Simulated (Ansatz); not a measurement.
SnSe:

```
Sn Se
1.0
     0.00000    3.01000    3.01000
     3.01000    0.00000    3.01000
     3.01000    3.01000    0.00000
Sn Se
1 1
Cartesian
  0.0000 0.0000 0.0000
  3.0100 3.0100 3.0100
```

Measurements of this composition are mostly on another form, of space group No. 62.

Base run:

```yaml
Program: Ansatz 0.2.0
Functional: RPBE
Potentials_or_basis: Ansatz PAW
Cutoff: "420 eV (not typed: the program's choice for these potentials)"
k_mesh: 8 × 8 × 8
Occupations: fermi-dirac, width 0.05 eV
Spin: no spin polarisation
```

Its results: pressure 2.6 GPa.

Question: The run is repeated on the same cell with these changes: functional from RPBE to PBE. What comes out?

Answer: Pressure 0.9 GPa.

PBE binds more tightly than RPBE, so the same cell stands under less pressure.

Caveats: the PAW data sets come from PBE, with cores solved anew for the run's functional, which leaves a small shift of forces and pressure (some runs).
